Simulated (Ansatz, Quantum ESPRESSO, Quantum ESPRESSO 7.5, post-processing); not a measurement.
# H-BN-H chair, 1 layer: response to a perpendicular field

Aim: how H-BN-H chair, 1 layer screens a field along its normal, and what the field does to its bands.

Main program and level: Quantum ESPRESSO 7.5; plane-wave DFT, vdW-DF-cx, GBRV ultrasoft pseudopotentials made under PBE (geometry and cross-check by Ansatz 0.2.0 with PAW datasets; geometry under PBE).

This is a report of a sequence of runs, with most program output left out.

### 1. The structure

The cell holds 4 atoms: 2 H, 1 N and 1 B. Its edges and angles: a = 2.557 Å, b = 2.557 Å, c = 19.687 Å, α = 90.0°, β = 90.0°, γ = 120.0°. Vacuum lies along c.

This sheet is a model structure: its symmetry is held, and its stability is not tested here.

### 2. Geometry from Ansatz

A relaxation in Ansatz fixes the structure of this slab for the runs on it.

The input, input.yaml:

```yaml
crystal:
  lattice:
    - [2.5575, 0.0, 0.0]
    - [-1.27875, 2.2148599702, 0.0]
    - [0.0, 0.0, 19.6866666667]
  atoms:
    - { symbol: H, position: [0.6666666667, 0.3333333333, 0.4317643075] }
    - { symbol: "N", position: [0.6666666667, 0.3333333333, 0.4835760244] }
    - { symbol: B, position: [0.3333333333, 0.6666666667, 0.5098205215] }
    - { symbol: H, position: [0.3333333333, 0.6666666667, 0.5682356925] }
kpoints:
  mp_grid: { grid: [12, 12, 1] }
hamiltonian:
  xc: pbe
scf:
  occupations: { method: fermi_dirac, width: 0.05 }
  convergence: { dr2_threshold: 1.0e-08 }
efield:
  axis: 3
  dipole_correction: true
  ramp_position: 0.97
  ramp_width: 0.04
relax:
  f_tol: 0.01
  cell: { fix: [c, alpha, beta] }
output:
  write_potential: true
  write_density: true
  volumetric_format: npy
```

The run is started by

```bash
$ ansatz run input.yaml --threads 4 --pin off --max-ram 8192MiB --backend cpu --events-out ev --progress --plain --runs-dir out
```

Wall time 5.2 s (4 threads of Arm Neoverse V1, shared host); peak memory 0.38 GiB; 19 s of CPU time.

Relaxation path:

```csv
step,energy less that of the first step (eV),largest force component (eV/Å),pressure (GPa),volume (Å³)
1,0.0000,1.2501,2.07,111.52
2,-0.0391,0.3965,0.80,113.26
3,-0.0444,0.0324,0.06,114.33
4,-0.0443,0.0080,0.00,114.49
5*,-0.0477,0.0098,0.04,114.49
6,-0.0476,0.0021,0.00,114.59
7*,-0.0477,0.0022,0.00,114.59
```

Relaxation steps marked * repeat the geometry before them on a plane-wave basis chosen anew for their cell, so energy and pressure can jump there.

Forces are held to the 6 operations that the run works with; a distortion that breaks them can't arise in this run.

```csv
cell as run,before,after,change
a (Å),2.557,2.593,+1.4 %
b (Å),2.557,2.593,+1.4 %
```

The atoms that moved most (Å, along periodic axes as changes of fractional coordinates times the final cell, across vacuum about the mean position):

```csv
atom,dx,dy,dz,length
H4,0.000,0.000,0.039,0.039
H1,0.000,0.000,-0.023,0.023
B3,0.000,0.000,-0.009,0.009
N2,0.000,0.000,-0.008,0.008
```

The relaxed structure:

```xyz
4
Lattice="2.5926 0.0000 0.0000 -1.2963 2.2452 0.0000 0.0000 0.0000 19.6867" Properties=species:S:1:pos:R:3
H     1.2963    0.7484    8.4774
N     1.2963    0.7484    9.5119
B     0.0000    1.4968   10.0279
H     0.0000    1.4968   11.2261
```

Numbers from this step:

```
free energy                                                      : -573.7488 eV
Fermi energy                                                     : -2.591 eV
gap by band count                                                : 2.881 eV
symmetry operations                                              : 6
dipole along the normal                                          : -0.1424 e·Å
vacuum level at the upper face over a Fermi level inside the gap : 6.761 eV
vacuum level at the lower face over a Fermi level inside the gap : 2.335 eV
```

### 3. Self-consistent run: no field

The zero-field run is the reference. tefield and dipfield are on already, so that all runs share k-points and boundary.

Level of this step: plane-wave DFT, vdW-DF-cx, GBRV ultrasoft pseudopotentials made under PBE (Quantum ESPRESSO 7.5). input_dft overrides the functional of the files.

The input, f0.in:

```
&control
  prefix = 'f0'
  outdir = './out'
  pseudo_dir = './pseudo'
  calculation = 'scf'
  tprnfor = .true.
  tefield = .true.
  dipfield = .true.
/
&system
  ibrav = 0
  nat = 4
  ntyp = 3
  ecutwfc = 40
  ecutrho = 200
  input_dft = 'vdw-df-cx'
  occupations = 'smearing'
  smearing = 'fd'
  degauss = 0.004
  edir = 3
  emaxpos = 0.97
  eopreg = 0.04
  eamp = 0.0
/
&electrons
  conv_thr = 1e-09
  mixing_beta = 0.4
  electron_maxstep = 120
  mixing_mode = 'plain'
/
ATOMIC_SPECIES
  H   1.0080  h_pbe_v1.4.uspp.F.UPF
  N   14.0070  n_pbe_v1.2.uspp.F.UPF
  B   10.8100  b_pbe_v1.4.uspp.F.UPF
CELL_PARAMETERS angstrom
  2.59257515293350 0.00000000000000 0.00000000000000
  -1.29628757646675 2.24523594366074 0.00000000000000
  0.00000000000000 0.00000000000000 19.68666666670000
ATOMIC_POSITIONS crystal
  H   0.666666666667 0.333333333333 0.430616446185
  N   0.666666666667 0.333333333333 0.483166682768
  B   0.333333333333 0.666666666667 0.509373097598
  H   0.333333333333 0.666666666667 0.570240319349
K_POINTS automatic
  12 12 1 0 0 0
```

The run is started by

```bash
$ OMP_NUM_THREADS=1 mpirun -n 4 pw.x -nk 4 -in f0.in > f0.out
```

Elapsed: 26 s, on 4 MPI ranks; peak memory 0.4 GiB.

Read from the output:

```
free energy                          : -394.7064 eV
Fermi energy                         : -3.047 eV
dipole along the normal              : -0.1404 e·Å
valence top, on the run's zero       : -4.146 eV
conduction bottom, on the run's zero : -1.633 eV
gap by band count                    : 2.513 eV
```

The program's own clock; routines nest. Time by routine:

```csv
routine,wall time (s),calls
PWSCF,25.21,1
v_of_rho,17.64,13
init_run,15.24,1
potinit,14.85,1
vdW_kernel,14.56,1
electrons,9.56,1
c_bands,5.6,12
cegterg,4.81,228
h_psi,3.77,1074
vloc_psi,3.31,1074
fftw,3.3,13782
fft,1.31,878
sum_band,0.9,12
forces,0.3,1
```

The run needed 12 iterations to bring the estimated error under 1e-09 Ry; the largest force on any atom, held or free, is 0.46 eV/Å.

### 4. Potential by pp.x

The vacuum level is read from the electrostatic potential (plot_num = 11), averaged over planes.

The input, f0.pot.in:

```
&inputpp
  prefix = 'f0'
  outdir = './out'
  filplot = 'f0.pot.dat'
  plot_num = 11
/
```

The run is started by

```bash
$ OMP_NUM_THREADS=1 mpirun -n 4 pp.x -in f0.pot.in > f0.pot.out
```

It took 15 s on 4 MPI ranks; peak memory 0.18 GiB.

This step gave:

```
slope of the potential above                                          : 1.03e-6 eV/Å
upper vacuum line continued to the top atoms, over the valence top    : 8.304 eV
slope of the potential below                                          : -2.79e-5 eV/Å
lower vacuum line continued to the bottom atoms, over the valence top : 3.939 eV
vacuum level at the upper face over the valence top of the mesh       : 8.304 eV
vacuum level at the lower face over the valence top of the mesh       : 3.939 eV
```

The vacuum is flat to 0.1 meV/Å, so its level is well defined. Inside the slab the curve depends on the local part of the pseudopotentials; only the vacuum level has a meaning of its own.

### 5. Bands along a path: no field

A bands run reads the converged density and follows the path given under K_POINTS.

f0.bands.in is the input of step 3 with these lines changed:

```diff
@@ -1,7 +1,6 @@
 &control
-  prefix = 'f0'
+  prefix = 'f0.bands'
   outdir = './out'
   pseudo_dir = './pseudo'
-  calculation = 'scf'
-  tprnfor = .true.
+  calculation = 'bands'
   tefield = .true.
@@ -23,8 +22,9 @@
   eamp = 0.0
+  nbnd = 11
 /
 &electrons
-  conv_thr = 1e-09
+  conv_thr = 1e-07
   mixing_beta = 0.4
   electron_maxstep = 120
-  mixing_mode = 'plain'
+  mixing_mode = 'local-TF'
 /
@@ -43,3 +43,7 @@
   H   0.333333333333 0.666666666667 0.570240319349
-K_POINTS automatic
-  12 12 1 0 0 0
+K_POINTS crystal_b
+4
+  0.0000000000 0.0000000000 0.0000000000 14
+  0.5000000000 0.0000000000 0.0000000000 14
+  0.3333333333 0.3333333333 0.0000000000 14
+  0.0000000000 0.0000000000 0.0000000000 1
```

The run is started by

```bash
$ cp -r out/f0.save out/f0.bands.save
$ cp out/f0.xml out/f0.bands.xml
$ OMP_NUM_THREADS=1 mpirun -n 4 pw.x -nk 4 -in f0.bands.in > f0.bands.out
```

It took 19 s on 4 MPI ranks; peak memory 0.27 GiB.

This step gave:

* conduction bottom, on the run's zero: -1.634 eV
* gap by band count: 2.512 eV

Band numbers count within the set of bands kept for display. The electronic bands at the labelled points (eV, zero at the highest filled level of the SCF mesh; v1 is the highest filled band, c1 the lowest empty one):

```csv
point,v4,v3,v2,v1,c1,c2,c3,c4
Γ,-8.17,-1.64,0.00,0.00,2.51,3.80,5.40,6.93
halfway,-7.20,-3.90,-1.32,-0.95,4.07,5.54,7.06,8.57
M,-7.72,-5.49,-2.32,-0.65,7.43,8.70,9.45,10.75
halfway,-7.33,-5.34,-3.85,-0.53,8.20,8.98,10.40,11.43
K,-6.46,-5.86,-5.03,-0.42,8.89,9.39,10.93,12.00
halfway,-6.93,-4.27,-2.33,-0.78,4.58,6.13,7.63,9.11
Γ,-8.17,-1.64,0.00,0.00,2.51,3.80,5.40,6.93
```

Along this path the valence top lies at Γ and the conduction bottom at Γ.

### 6. Ground state: field 0.1 V/Å

eamp is the field in Hartree atomic units (1 a.u. = 51.42 V/Å). With dipfield on, it is the field in the vacuum beside an isolated sheet. The run starts from the density of the one before.

f1.in is the input of step 3 with these lines changed:

```diff
@@ -1,3 +1,3 @@
 &control
-  prefix = 'f0'
+  prefix = 'f1'
   outdir = './out'
@@ -22,3 +22,3 @@
   eopreg = 0.04
-  eamp = 0.0
+  eamp = 0.00194469
 /
@@ -29,2 +29,3 @@
   mixing_mode = 'plain'
+  startingpot = 'file'
 /
```

The run is started by

```bash
$ cp -r out/f0.save out/f1.save
$ OMP_NUM_THREADS=1 mpirun -n 4 pw.x -nk 4 -in f1.in > f1.out
```

Wall time 23 s (4 MPI ranks); peak memory 0.55 GiB; 90 s of CPU time.

Numbers from this step:

```
free energy                          : -394.6929 eV
Fermi energy                         : -2.872 eV
dipole along the normal              : -0.1293 e·Å
valence top, on the run's zero       : -4.145 eV
conduction bottom, on the run's zero : -1.841 eV
gap by band count                    : 2.303 eV
```

The dipole goes from -0.1404 to -0.1293 e Å, 0.1116 e Å per V/Å.

### 7. Electrostatic potential

The input, f1.pot.in:

```
&inputpp
  prefix = 'f1'
  outdir = './out'
  filplot = 'f1.pot.dat'
  plot_num = 11
/
```

The run is started by

```bash
$ OMP_NUM_THREADS=1 mpirun -n 4 pp.x -in f1.pot.in > f1.pot.out
```

The job ended after 15 s (4 MPI ranks; peak memory 0.18 GiB).

This step gave:

| Property | Result |
| --- | --- |
| slope of the potential above | 0.1000 eV/Å |
| upper vacuum line continued to the top atoms, over the valence top | 8.286 eV |
| slope of the potential below | 0.09996 eV/Å |
| lower vacuum line continued to the bottom atoms, over the valence top | 3.993 eV |

The slope in the vacuum is 0.100 eV/Å for an applied 0.10 V/Å, as it should be.

### 8. Self-consistent run: field 0.2 V/Å

f2.in is the input of step 6 with these lines changed:

```diff
@@ -1,3 +1,3 @@
 &control
-  prefix = 'f1'
+  prefix = 'f2'
   outdir = './out'
@@ -22,3 +22,3 @@
   eopreg = 0.04
-  eamp = 0.00194469
+  eamp = 0.00388938
 /
```

The run is started by

```bash
$ cp -r out/f0.save out/f2.save
$ OMP_NUM_THREADS=1 mpirun -n 4 pw.x -nk 4 -in f2.in > f2.out
```

Run time: 23 s. Hardware: 4 MPI ranks; peak memory 0.55 GiB.

This step gave:

```
free energy                          : -394.6805 eV
Fermi energy                         : -3.105 eV
dipole along the normal              : -0.1180 e·Å
valence top, on the run's zero       : -4.144 eV
conduction bottom, on the run's zero : -2.093 eV
gap by band count                    : 2.051 eV
```

The dipole goes from -0.1404 to -0.1180 e Å, 0.1121 e Å per V/Å.

### 9. Potential by pp.x

The input, f2.pot.in:

```
&inputpp
  prefix = 'f2'
  outdir = './out'
  filplot = 'f2.pot.dat'
  plot_num = 11
/
```

The run is started by

```bash
$ OMP_NUM_THREADS=1 mpirun -n 4 pp.x -in f2.pot.in > f2.pot.out
```

Run time: 15 s. Hardware: 4 MPI ranks; peak memory 0.18 GiB.

Read from the output:

| Quantity | Value |
| --- | --- |
| slope of the potential above | 0.2000 eV/Å |
| upper vacuum line continued to the top atoms, over the valence top | 8.268 eV |
| slope of the potential below | 0.1999 eV/Å |
| lower vacuum line continued to the bottom atoms, over the valence top | 4.050 eV |

The slope in the vacuum is 0.200 eV/Å for an applied 0.20 V/Å, as it should be.

### 10. Band structure: field 0.2 V/Å

f2.bands.in is the input of step 5 with these lines changed:

```diff
@@ -1,3 +1,3 @@
 &control
-  prefix = 'f0.bands'
+  prefix = 'f2.bands'
   outdir = './out'
@@ -21,3 +21,3 @@
   eopreg = 0.04
-  eamp = 0.0
+  eamp = 0.00388938
   nbnd = 11
```

The run is started by

```bash
$ cp -r out/f2.save out/f2.bands.save
$ cp out/f2.xml out/f2.bands.xml
$ OMP_NUM_THREADS=1 mpirun -n 4 pw.x -nk 4 -in f2.bands.in > f2.bands.out
```

Wall time 19 s (4 MPI ranks); peak memory 0.27 GiB.

Band numbers count within the set of bands kept for display. Electronic bands along the path, in eV, zero at the highest filled level of the SCF mesh; v1 is the highest filled band, c1 the lowest empty one:

```csv
point,v4,v3,v2,v1,c1,c2,c3,c4
Γ,-8.16,-1.61,0.00,0.00,2.05,2.96,4.75,6.92
halfway,-7.19,-3.90,-1.32,-0.91,3.72,4.66,6.38,8.58
M,-7.72,-5.49,-2.32,-0.60,7.39,8.54,9.29,9.99
halfway,-7.33,-5.34,-3.85,-0.49,8.14,8.86,10.14,10.57
K,-6.46,-5.85,-5.04,-0.38,8.88,9.31,10.81,11.76
halfway,-6.93,-4.27,-2.33,-0.74,4.26,5.24,6.94,9.17
Γ,-8.16,-1.61,0.00,0.00,2.05,2.96,4.75,6.92
```

Upper empty bands that drop with the field can be states of the vacuum, held by the sawtooth; they depend on the cell's width.

Along this path the valence top lies at Γ and the conduction bottom at Γ.

### 11. Ground state: field -0.2 V/Å

f3.in is the input of step 8 with these lines changed:

```diff
@@ -1,3 +1,3 @@
 &control
-  prefix = 'f2'
+  prefix = 'f3'
   outdir = './out'
@@ -22,3 +22,3 @@
   eopreg = 0.04
-  eamp = 0.00388938
+  eamp = -0.00388938
 /
```

The run is started by

```bash
$ cp -r out/f0.save out/f3.save
$ OMP_NUM_THREADS=1 mpirun -n 4 pw.x -nk 4 -in f3.in > f3.out
```

Elapsed: 24 s, on 4 MPI ranks; peak memory 0.31 GiB.

Read from the output:

* free energy: -394.7366 eV
* Fermi energy: -2.951 eV
* dipole along the normal: -0.1625 e·Å
* valence top, on the run's zero: -4.154 eV
* conduction bottom, on the run's zero: -1.305 eV
* gap by band count: 2.849 eV

The dipole goes from -0.1404 to -0.1625 e Å, 0.1103 e Å per V/Å.

### 12. Electrostatic potential

The input, f3.pot.in:

```
&inputpp
  prefix = 'f3'
  outdir = './out'
  filplot = 'f3.pot.dat'
  plot_num = 11
/
```

The run is started by

```bash
$ OMP_NUM_THREADS=1 mpirun -n 4 pp.x -in f3.pot.in > f3.pot.out
```

The job ended after 15 s (4 MPI ranks; peak memory 0.18 GiB; 61 s of CPU time).

This step gave:

| Property | Result |
| --- | --- |
| slope of the potential above | -0.2000 eV/Å |
| upper vacuum line continued to the top atoms, over the valence top | 8.342 eV |
| slope of the potential below | -0.2000 eV/Å |
| lower vacuum line continued to the bottom atoms, over the valence top | 3.840 eV |

The slope in the vacuum is -0.200 eV/Å for an applied -0.20 V/Å, as it should be.

Each curve counts from the valence top of its own run.

The runs together. The potential energy by z:

```csv
z (Å),potential at 0 V/Å (eV),potential at 0.1 V/Å (eV),potential at 0.2 V/Å (eV),potential at -0.2 V/Å (eV)
0,5.03,4.64,4.26,5.81
1,3.94,3.25,2.56,5.34
2,3.94,3.35,2.76,5.14
3,3.94,3.45,2.95,4.94
4,3.94,3.55,3.15,4.74
5,3.94,3.64,3.35,4.54
6,3.93,3.74,3.54,4.33
7,3.85,3.75,3.65,4.06
8,2.66,2.63,2.61,2.72
9,-1.09,-1.10,-1.10,-1.08
10,-12.8,-12.8,-12.8,-12.8
11,4.18,4.20,4.23,4.13
12,7.80,7.87,7.94,7.66
13,8.28,8.44,8.61,7.97
14,8.30,8.56,8.82,7.79
15,8.30,8.66,9.02,7.59
16,8.30,8.76,9.22,7.39
17,8.30,8.86,9.42,7.19
18,8.30,8.96,9.62,6.99
19,8.30,9.06,9.82,6.79
```

### 13. Bands along a path: field -0.2 V/Å

f3.bands.in is the input of step 10 with these lines changed:

```diff
@@ -1,3 +1,3 @@
 &control
-  prefix = 'f2.bands'
+  prefix = 'f3.bands'
   outdir = './out'
@@ -21,3 +21,3 @@
   eopreg = 0.04
-  eamp = 0.00388938
+  eamp = -0.00388938
   nbnd = 11
```

The run is started by

```bash
$ cp -r out/f3.save out/f3.bands.save
$ cp out/f3.xml out/f3.bands.xml
$ OMP_NUM_THREADS=1 mpirun -n 4 pw.x -nk 4 -in f3.bands.in > f3.bands.out
```

The job ended after 19 s (4 MPI ranks; peak memory 0.27 GiB; 75 s of CPU time).

Band numbers count within the set of bands kept for display. The electronic bands at the labelled points (eV, zero at the highest filled level of the SCF mesh; v1 is the highest filled band, c1 the lowest empty one):

```csv
point,v4,v3,v2,v1,c1,c2,c3,c4
Γ,-8.17,-1.67,0.00,0.00,2.85,4.64,5.95,6.48
halfway,-7.20,-3.90,-1.33,-0.99,4.34,6.38,7.65,8.20
M,-7.73,-5.48,-2.33,-0.69,7.47,8.84,9.57,11.04
halfway,-7.34,-5.33,-3.85,-0.58,8.25,9.10,10.53,11.87
K,-6.46,-5.86,-5.02,-0.47,8.89,9.48,11.03,12.16
halfway,-6.93,-4.27,-2.33,-0.82,4.84,6.97,8.23,8.77
Γ,-8.17,-1.67,0.00,0.00,2.85,4.64,5.95,6.48
```

Upper empty bands that drop with the field can be states of the vacuum, held by the sawtooth; they depend on the cell's width.

Along this path the valence top lies at Γ and the conduction bottom at Γ.

### 14. Valence density

plot_num = 0 writes the valence density.

The input, f0.rho.in:

```
&inputpp
  prefix = 'f0'
  outdir = './out'
  filplot = 'f0.rho.dat'
  plot_num = 0
/
```

The run is started by

```bash
$ OMP_NUM_THREADS=1 mpirun -n 4 pp.x -in f0.rho.in > f0.rho.out
```

It took 15 s on 4 MPI ranks; peak memory 0.18 GiB.

Numbers from this step:

* electrons by integration: 10.000 e

Mean over planes. Valence density, planar mean against z:

z (Å), valence density, planar mean (e/Å³) and a bar:
```
      5.5       0.00 
      6.0       0.00 
      6.5       0.00 
      7.0       0.00 
      7.5       0.01 
      8.0       0.06 ##
      8.5       0.25 #######
      9.0       0.52 ##############
      9.5       1.08 ##############################
     10.0       0.72 ####################
     10.5       0.34 #########
     11.0       0.27 ########
     11.5       0.14 ####
     12.0       0.03 #
     12.5       0.01 
     13.0       0.00 
     13.5       0.00 
     14.0       0.00
```

Valence density in the ca plane at fractional y = 0.333, with atoms of H and N within 0.2 Å of it. It is the smooth field of the valence electrons, not physical close to the nuclei.

Ten steps, logarithmic in the rise over the least value, from '0' (0.0 e/Å³) to '9' (3.3 e/Å³), each cell a mean:
```
00000000000000001356788643211000000000000000
00000000000000002478999742110000000000000000
00000000000000002588999742110000000000000000
00000000000000002467899742210000000000000000
00000000000000001245677643321000000000000000
00000000000000000123466544321000000000000000
00000000000000000112455544421000000000000000
00000000000000000123566544321000000000000000
```
Columns run along c (16.0 Å, from fractional 0.09 to 0.90 of the cell), rows up along a (2.6 Å). Atoms in or near the plane, at fractional coordinates: H at (0.43, 0.67), N at (0.48, 0.67).

The density integrates to 10.000 electrons, as the 10 of the input ask.

### 15. Density by pp.x

The input, f2.rho.in:

```
&inputpp
  prefix = 'f2'
  outdir = './out'
  filplot = 'f2.rho.dat'
  plot_num = 0
/
```

The run is started by

```bash
$ OMP_NUM_THREADS=1 mpirun -n 4 pp.x -in f2.rho.in > f2.rho.out
```

Elapsed: 15 s, on 4 MPI ranks; peak memory 0.18 GiB.

### 16. Charge moved by a field of 0.2 V/Å

Numbers from this step:

```
largest charge moved across a plane : 0.001086 e/Å²
dipole step                         : -0.6972 eV
```

The planar mean oscillates, so the rows of the table below give means over windows of 0.5 Å about each position, cut where the curve ends. Its maxima inside the range that stand out by 2 % of the span (Å: e/Å³): 8.20: 7.2e-4, 9.52: 4.6e-4, 10.61: 3.7e-4. Its minima: 9.08: -9.4e-5, 9.95: -7.0e-4, 11.48: -8.6e-4.

Table of planar mean by z; means over each step:

```csv
z (Å),planar mean (e/Å³)
2.0,4.8e-8
2.5,1.2e-7
3.0,3.0e-7
3.5,7.3e-7
4.0,1.8e-6
4.5,4.4e-6
5.0,1.0e-5
5.5,2.4e-5
6.0,5.1e-5
6.5,1.0e-4
7.0,2.0e-4
7.5,4.1e-4
8.0,6.7e-4
8.5,4.7e-4
9.0,-2.1e-5
9.5,2.1e-4
10.0,-5.1e-4
10.5,2.2e-4
11.0,-2.2e-4
11.5,-8.1e-4
12.0,-5.3e-4
12.5,-2.0e-4
13.0,-7.0e-5
13.5,-2.2e-5
14.0,-6.2e-6
14.5,-1.6e-6
15.0,-3.9e-7
15.5,-9.6e-8
16.0,-2.2e-8
```

Running integral, electrons below z against z:

```csv
z (Å),"running integral, electrons below z (e/Å²)"
2.5,6.8e-8
3.0,1.7e-7
3.5,4.2e-7
4.0,1.1e-6
4.5,2.6e-6
5.0,6.3e-6
5.5,1.5e-5
6.0,3.4e-5
6.5,7.3e-5
7.0,1.5e-4
7.5,3.0e-4
8.0,6.0e-4
8.5,9.2e-4
9.0,9.7e-4
9.5,0.00106
10.0,8.9e-4
10.5,8.6e-4
11.0,9.2e-4
11.5,5.7e-4
12.0,2.3e-4
12.5,7.7e-5
13.0,2.4e-5
13.5,6.9e-6
14.0,1.8e-6
14.5,4.5e-7
15.0,1.1e-7
```

[end of part 1 of 2]

[Logs are printed without paths, hosts, clocks, repeated set-up lines and the standing remarks that a program may print on its own settings, such as how far it seeks lower states.]

[Hosts, paths, dates, database ids (printed as entryN), source tags and the programs' standing remarks are cut or masked in the printed files.]

[Maps of the electrostatic potential energy from Ansatz leave out the sawtooth potential of an applied field or a dipole correction, so their vacuum need not be flat; planar profiles and work functions include it.]
